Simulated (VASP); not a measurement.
# H (I4/mmm) in VASP: notebook

The runs below take H through single point, relaxation of cell and atoms, with PBEsol.

All numbers are computed with VASP 6.6.1; they aren't measurements. Logs are shortened: lines on timing, memory, paths and dates and some standing lists are left out, and cuts for length are marked.

### Step 1. The structure

It takes space group I4/mmm (No. 139, tetragonal). Conventional cell: a = 3.508 Å, b = 3.508 Å, c = 4.373 Å, α = 90.00°, β = 90.00°, γ = 90.00°. H (site symmetry 4mm) is surrounded by 1 H at 0.76 Å.

### Step 2. Single point, PBEsol

The input, INCAR:

```
SYSTEM = H
  PREC = Accurate
  ENCUT = 520
  EDIFF = 1E-6
  ISMEAR = 0
  SIGMA = 0.02
  LREAL = .False.
  LASPH = .True.
  NELM = 80
  ALGO = Normal
  ISIF = 2
  LWAVE = .False.
  LCHARG = .True.
  GGA = PS
  LELF = .True.
  LVHAR = .True.
  NBANDS = 8
```

The input, KPOINTS:

```
regular mesh
0
Gamma
  10 10 10
  0 0 0
```

The input, POSCAR:

```
H
1.0
   -1.7538615527      1.7538615527      2.1865365920
    1.7538615527     -1.7538615527      2.1865365920
    1.7538615527      1.7538615527     -2.1865365920
H
2
Direct
    0.9131798545      0.9131798545      0.0000000000
    0.0868201455      0.0868201455      0.0000000000
```

Potentials or basis: VASP PAW PBE potentials, release 64 (H).

On the command line:

```
> cat potpaw_PBE.64/H/POTCAR > POTCAR
> mpirun -np 1 vasp_std > vasp.out
```

OUTCAR:

```text
SYSTEM = H
   PREC = Accurate
   ENCUT = 520
   EDIFF = 1E-6
   ISMEAR = 0
   LREAL = .False.
   LASPH = .True.
   NELM = 80
   ISIF = 2
   GGA = PS

 ion  position               nearest neighbor table
   1  0.913  0.913  0.000-   2 0.76
   2  0.087  0.087  0.000-   1 0.76

  LATTYP: Found a body centered tetragonal cell.
 ALAT       =     3.5077231054
 C/A-ratio  =     1.2466985143

  Lattice vectors:

 A1 = (  -1.7538615527,   1.7538615527,   2.1865365920)
 A2 = (   1.7538615527,  -1.7538615527,   2.1865365920)
 A3 = (   1.7538615527,   1.7538615527,  -2.1865365920)

Analysis of symmetry for initial positions (statically):
=====================================================================
 Subroutine PRICEL returns:
 Original cell was already a primitive cell.

 Routine SETGRP: Setting up the symmetry group for a
 body centered tetragonal supercell.

 Subroutine GETGRP returns: Found 16 space group operations
 (whereof 16 operations were pure point group operations)
 out of a pool of 16 trial point group operations.

The static configuration has the point symmetry D_4h.

Analysis of symmetry for dynamics (positions and initial velocities):
=====================================================================
 Subroutine PRICEL returns:
 Original cell was already a primitive cell.

 Routine SETGRP: Setting up the symmetry group for a
 body centered tetragonal supercell.

 Subroutine GETGRP returns: Found 16 space group operations
 (whereof 16 operations were pure point group operations)
 out of a pool of 16 trial point group operations.

The dynamic configuration has the point symmetry D_4h.

 Subroutine INISYM returns: Found 16 space group operations
 (whereof 16 operations are pure point group operations),
 and found     1 'primitive' translations

----------------------------------------------------------------------------------------

                                     Primitive cell

  volume of cell :      26.9034

  direct lattice vectors                    reciprocal lattice vectors
    -1.753861553  1.753861553  2.186536592     0.000000000  0.285085216  0.228672139
     1.753861553 -1.753861553  2.186536592     0.285085216  0.000000000  0.228672139
     1.753861553  1.753861553 -2.186536592     0.285085216  0.285085216  0.000000000

  length of vectors
     3.306509180  3.306509180  3.306509180     0.365464811  0.365464811  0.403171379

  position of ions in fractional coordinates (direct lattice)
     0.913179855  0.913179855  0.000000000
     0.086820145  0.086820145  0.000000000

  ion indices of the primitive-cell ions
   primitive index   ion index
                 1           1
                 2           2

----------------------------------------------------------------------------------------

 KPOINTS: regular mesh

Automatic generation of k-mesh.
 Grid dimensions read from file:
 generate k-points for:   10   10   10

 Generating k-lattice:

  Cartesian coordinates                     Fractional coordinates (reciprocal lattice)
     0.000000000  0.028508522  0.022867214     0.100000000  0.000000000 -0.000000000
     0.028508522  0.000000000  0.022867214     0.000000000  0.100000000 -0.000000000
     0.028508522  0.028508522  0.000000000     0.000000000  0.000000000  0.100000000

  Length of vectors
     0.036546481  0.036546481  0.040317138

  Shift w.r.t. Gamma in fractional coordinates (k-lattice)
     0.000000000  0.000000000  0.000000000

 Subroutine IBZKPT returns following result:
 ===========================================

 Found    102 irreducible k-points:

 Following reciprocal coordinates:
            Coordinates               Weight
  0.000000  0.000000  0.000000      1.000000
  0.100000  0.000000 -0.000000      8.000000
  0.200000  0.000000 -0.000000      8.000000
  0.300000  0.000000  0.000000      8.000000
  0.400000  0.000000 -0.000000      8.000000
  0.500000  0.000000 -0.000000      4.000000
[... 16 lines left out ...]
  0.300000  0.300000 -0.000000      8.000000
  0.400000  0.300000 -0.000000     16.000000
 [... further k-points ...]
   k-points           NKPTS =    102   k-points in BZ     NKDIM =    102   number of bands    NBANDS=      8
   number of dos      NEDOS =    301   number of ions     NIONS =      2
   total plane-waves  NPLWV =  21952
   dimension x,y,z NGX =    28 NGY =   28 NGZ =   28
   dimension x,y,z NGXF=    56 NGYF=   56 NGZF=   56
   ions per type =               2
   NGX,Y,Z   is equivalent  to a cutoff of  14.08, 14.08, 14.08 a.u.
   NGXF,Y,Z  is equivalent  to a cutoff of  28.16, 28.16, 28.16 a.u.
 SYSTEM =  H
   PREC   = accura    normal or accurate (medium, high low for compatibility)
   ISTART =      0    job   : 0-new  1-cont  2-samecut
   ICHARG =      2    charge: 1-file 2-atom 10-const
   ISPIN  =      1    spin polarized calculation?
   LNONCOLLINEAR =      F non collinear calculations
   LSORBIT =      F    spin-orbit coupling
   LASPH  =      T    aspherical Exc in radial PAW
   ENCUT  =  520.0 eV  38.22 Ry    6.18 a.u.   6.15  6.15  6.15*2*pi/ulx,y,z
   NELM   =     80;   NELMIN=  2; NELMDL= -5     # of ELM steps
   EDIFF  = 0.1E-05   stopping-criterion for ELM
   LREAL  =      F    real-space projection
   EDIFFG = 0.1E-04   stopping-criterion for IOM
   NSW    =      0    number of steps for IOM
   IBRION =     -1    ionic relax: 0-MD 1-quasi-New 2-CG
   NFREE  =      0    steps in history (QN), initial steepest desc. (CG)
   ISIF   =      2    stress and relaxation
   ISYM   =      2    0-nonsym 1-usesym 2-fastsym
   POTIM  = 0.5000    time-step for ionic-motion
   TEBEG  =    0.0;   TEEND  =   0.0 temperature during run
   PSTRESS=    0.0 pullay stress
   NELECT =       2.0000    total number of electrons
   NUPDOWN=      -1.0000    fix difference up-down
   EMIN   =  10.00;   EMAX   =-10.00  energy-range for DOS
   EFERMI =   0.00;   METHOD = LEGACY
   ISMEAR =     0;   SIGMA  =   0.02  broadening in eV -4-tet -1-fermi 0-gaus
   EFERMI_NEDOS =   21; number of points for ismear=-14 and -15
   IALGO  =     38    algorithm
   IMIX   =      4    mixing-type and parameters
     AMIX     =   0.40;   BMIX     =  1.00
     AMIX_MAG =   1.60;   BMIX_MAG =  1.00
  volume/ion in A,a.u.               =      13.45        90.78
  Fermi-wavevector in a.u.,A,eV,Ry     =   0.688360  1.300812  6.446980  0.473840
  Thomas-Fermi vector in A             =   1.769138
   LORBIT       =      0    0 simple, 1 ext, 2 COOP (PROOUT), +10 PAW based schemes
   GGA     = PS    functional components
   LHFCALC =     F    Hartree Fock is set to
   AEXX    =    0.0000 exact exchange contribution
   IVDW    =     0    specifies the selected vdW correction
   LEPSILON=     F    determine dielectric tensor
   LRPA    =     F    only Hartree local field effects (RPA)
 non-spin polarized calculation
 Gauss-broadening in eV      SIGMA  =   0.02
  energy-cutoff  :      520.00
  volume of cell :       26.90
 maximum number of plane-waves:       756
 NGX is ok and might be reduce to    28
   NGX = 13   NGY = 13   NGZ = 13

 number of electron       1.9999999 magnetization

 Free energy of the ion-electron system (eV)
  ---------------------------------------------------
  ext. energy  EPLUGINS =         0.00000000
  ---------------------------------------------------
  free energy    TOTEN  =        -6.52761124 eV

  energy without entropy =       -6.52761124  energy(sigma->0) =       -6.52761124

 E-fermi :  -8.1312     XC(G=0):  -5.0290

 val. band max:       -8.2638946263   @ k =   0.5000   0.5000   0.5000
 cond. band min:       0.5990927791   @ k =   0.5000   0.0000  -0.0000
 fundamental gap:      8.8629874053
 Fermi energy:        -8.1312333244

 k-point     1 :       0.0000    0.0000    0.0000
  band No.  band energies     occupation
      1     -10.2053      2.00000
      2       4.5264      0.00000
      3       7.8818      0.00000
      4      13.8320      0.00000
      5      13.8320      0.00000
      6      15.8586      0.00000
      7      15.8586      0.00000
      8      17.1865      0.00000

 k-point     2 :       0.1000    0.0000   -0.0000
  band No.  band energies     occupation
      1     -10.1030      2.00000
      2       4.0622      0.00000
      3       8.0612      0.00000
      4      12.7714      0.00000
      5      13.1816      0.00000
      6      15.9253      0.00000
      7      16.4912      0.00000
      8      16.9576      0.00000

 k-point     3 :       0.2000    0.0000   -0.0000
  band No.  band energies     occupation
      1      -9.8188      2.00000
      2       3.0150      0.00000
      3       8.3061      0.00000
      4      11.0497      0.00000
      5      12.2822      0.00000
      6      15.9889      0.00000
      7      16.6157      0.00000
      8      16.9751      0.00000

 k-point     4 :       0.3000    0.0000    0.0000
  band No.  band energies     occupation
      1      -9.4264      2.00000
      2       1.8557      0.00000
      3       8.2884      0.00000
      4       9.9084      0.00000
      5      11.6165      0.00000
      6      14.9006      0.00000
      7      15.8350      0.00000
      8      17.9632      0.00000

 k-point     5 :       0.4000    0.0000   -0.0000
  band No.  band energies     occupation
      1      -9.0653      2.00000
      2       0.9475      0.00000
      3       7.9994      0.00000
      4       9.4966      0.00000
      5      11.2292      0.00000
      6      14.1644      0.00000
      7      15.6143      0.00000
      8      16.8919      0.00000

 k-point     6 :       0.5000    0.0000   -0.0000
  band No.  band energies     occupation
      1      -8.9139      2.00000
      2       0.5991      0.00000
      3       7.8408      0.00000
      4       9.4230      0.00000
      5      11.1042      0.00000
      6      13.9092      0.00000
      7      15.8920      0.00000
      8      16.1024      0.00000

 k-point     7 :       0.1000    0.1000   -0.0000
  band No.  band energies     occupation
      1      -9.9262      2.00000
      2       3.2863      0.00000
      3       8.7725      0.00000
      4      10.8804      0.00000
      5      12.7101      0.00000
      6      15.9736      0.00000
      7      16.2824      0.00000
      8      17.1493      0.00000
[... 133 lines left out ...]
 k-point    20 :      -0.4000    0.2000    0.0000
  band No.  band energies     occupation
      1      -9.1364      2.00000
      2       2.1566      0.00000
      3       5.8392      0.00000
      4       8.9744      0.00000
      5      10.5813      0.00000
      6      15.5082      0.00000
      7      15.5672      0.00000
      8      18.5643      0.00000

 k-point    21 :      -0.3000    0.2000   -0.0000
  band No.  band energies     occupation
      1      -9.4776      2.00000
      2       2.9739      0.00000
      3       6.2978      0.00000
      4      10.0237      0.00000
      5      11.1852      0.00000
      6      13.5432      0.00000
      7      16.1736      0.00000
      8      19.2168      0.00000

 k-point    22 :      -0.2000    0.2000    0.0000
  band No.  band energies     occupation
      1      -9.7509      2.00000
      2       3.5905      0.00000
      3       6.6382      0.00000
      4      11.5906      0.00000
      5      12.2733      0.00000
      6      12.7236      0.00000
      7      16.2390      0.00000
      8      18.6319      0.00000

 k-point    23 :       0.3000    0.3000   -0.0000
  band No.  band energies     occupation
      1      -8.7381      2.00000
      2       1.5161      0.00000
      3       4.4947      0.00000
      4       8.6385      0.00000
      5      10.7028      0.00000
      6      15.6654      0.00000
      7      18.2069      0.00000
      8      19.0406      0.00000

 k-point    24 :       0.4000    0.3000   -0.0000
  band No.  band energies     occupation
      1      -8.6781      2.00000
      2       1.9945      0.00000
      3       3.8550      0.00000
      4       8.3240      0.00000
      5       9.7986      0.00000
      6      16.4916      0.00000
      7      17.7119      0.00000
      8      19.6507      0.00000

 [... further k-points ...]

------------------------ aborting loop because EDIFF is reached ----------------------------------------

  FORCE on cell =-STRESS in cart. coord.  units (eV):
  Direction    XX          YY          ZZ          XY          YZ          ZX
  --------------------------------------------------------------------------------------
  -------------------------------------------------------------------------------------
  Total       -0.0218939     -0.0218939     -0.0237153      0.0000000      0.0000000      0.0000000
  in kB       -1.3038447     -1.3038447     -1.4123177      0.0000000      0.0000000      0.0000000
  external PRESSURE =      -1.3400023 kB  Pullay stress =       0.0000000 kB

 VOLUME and BASIS-vectors are now :
 -----------------------------------------------------------------------------
  energy-cutoff  :      520.00
  volume of cell :       26.90
      direct lattice vectors                 reciprocal lattice vectors
    -1.753861553  1.753861553  2.186536592     0.000000000  0.285085216  0.228672139
     1.753861553 -1.753861553  2.186536592     0.285085216  0.000000000  0.228672139
     1.753861553  1.753861553 -2.186536592     0.285085216  0.285085216  0.000000000

 POSITION                                       TOTAL-FORCE (eV/Angst)
 -----------------------------------------------------------------------------------
      0.00000      0.00000      3.99340        -0.000000     -0.000000     -0.001956
      0.00000      0.00000      0.37967         0.000000      0.000000      0.001956
 -----------------------------------------------------------------------------------
    total drift:                               -0.000000     -0.000000      0.000000

  FREE ENERGIE OF THE ION-ELECTRON SYSTEM (eV)
  ---------------------------------------------------
  free  energy   TOTEN  =        -6.5276112413 eV

  energy  without entropy=       -6.5276112413  energy(sigma->0) =       -6.52761124
```

Wall time 9.7 s (1 thread of Intel Xeon 6975P-C (Granite Rapids), shared host); peak memory 0.15 GiB.

What came out:

```yaml
Free_energy: -6.5276 eV
Pressure: -0.1 GPa
Band_gap_on_the_k_mesh: 8.86 eV, indirect (least direct gap 9.51 eV)
```

Caveat: the PAW data sets were made with another functional, which shifts forces and pressure a little. PBEsol gaps usually lie below the measured ones, often by a third to a half.

### Step 3. Relaxation of cell and atoms, PBEsol

The input, INCAR:

```
PREC = Accurate
ENCUT = 600
EDIFF = 1E-6
ISMEAR = 0
SIGMA = 0.02
LREAL = False
LASPH = True
NELM = 60
ALGO = Normal
ISIF = 3
LWAVE = False
LCHARG = False
GGA = PS
IBRION = 2
NSW = 100
EDIFFG = -0.005
```

The input, KPOINTS:

```
regular mesh
0
Gamma
  10 10 10
```

POSCAR is that of step 2.

Potentials or basis: VASP PAW PBE potentials, release 64 (H).

On the command line:

```
> cat potpaw_PBE.64/H/POTCAR > POTCAR
> mpirun -np 1 vasp_std > vasp.out
```

It took 6.3 s on 1 thread of Intel Xeon 6975P-C (Granite Rapids), shared host; peak memory 0.15 GiB.

Results (log left out):

| Property | Result |
| --- | --- |
| Free energy | -6.5289 eV |
| Pressure after relaxing | 0.0 GPa |
| Largest force after relaxing | 0.005 eV/Å |
| Band gap on the k mesh | 8.86 eV, indirect (least direct gap 9.51 eV) |

Forces in eV/Å, atoms in the order of the input:
```
H    0.000  0.000  0.005
H    0.000  0.000 -0.005
```

Final structure:
```yaml
crystal:
  lattice:
    - [-1.75386, 1.75386, 2.18654]
    - [1.75386, -1.75386, 2.18654]
    - [1.75386, 1.75386, -2.18654]
  atoms:
    - { symbol: H, position: [0.91318, 0.91318, 0.00000] }
    - { symbol: H, position: [0.08682, 0.08682, 0.00000] }
```

Levels at points of the mesh, in eV from the valence-band top:
```
           k point  band 1  band 2  band 3  band 4  band 5
(0.00, 0.00, 0.00)   -1.94   12.79   16.14   22.10   22.10
(0.50, 0.00, 0.00)   -0.65    8.86   16.10   17.69   19.37
(0.50, 0.50, 0.00)   -0.45   10.56   13.38   15.49   17.88
(0.50, 0.50, 0.50)    0.00    9.75   14.95   15.63   15.63
```

Caveat: the relaxation stopped at its first step, so nothing moved; the PAW data sets were made with another functional, which shifts forces and pressure a little.
